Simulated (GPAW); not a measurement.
Crystal: MgS (Niningerite).

```
S Mg
1.0
     0.00000    2.60165    2.60165
     2.60165    0.00000    2.60165
     2.60165    2.60165    0.00000
S Mg
1 1
Direct
  0.50000 0.50000 0.50000
  0.00000 0.00000 0.00000
```

```yaml
Program: GPAW 26.7.0
Task: relaxation of cell and atoms
Functional: PBEsol
Dispersion: D3(BJ)
Potentials_or_basis: PAW data sets generated in the run's folder for this functional
Cutoff: 800 eV
Basis: pw
k_mesh: 9 × 9 × 9
Occupations: fermi-dirac, width 0.05 eV
Spin: no spin polarisation
```

At the start: pressure -3.7 GPa; volume 17.61 Å³/atom.

**Question.** Where does the relaxation end?

**Answer.** Over 3 steps the energy falls by 9.8 meV/atom and the volume is 16.74 Å³/atom (-4.9 %); space group Fm-3m (No. 225, to 0.05 Å).

The path:
```
step  energy change (eV)  largest force (eV/Å)  pressure (GPa)  volume (Å³)
   1              0.0000                0.0000           -3.70        35.22
   2             -0.0064                0.0000           -3.09        34.91
   3             -0.0196                0.0000            0.18        33.49
```

Final structure:
```yaml
crystal:
  lattice:
    - [0.00000, 2.55831, 2.55831]
    - [2.55831, 0.00000, 2.55831]
    - [2.55831, 2.55831, 0.00000]
  atoms:
    - { symbol: S, position: [0.50000, 0.50000, 0.50000] }
    - { symbol: Mg, position: [0.00000, 0.00000, 0.00000] }
```

Caveat: later steps reuse the first step's grids.
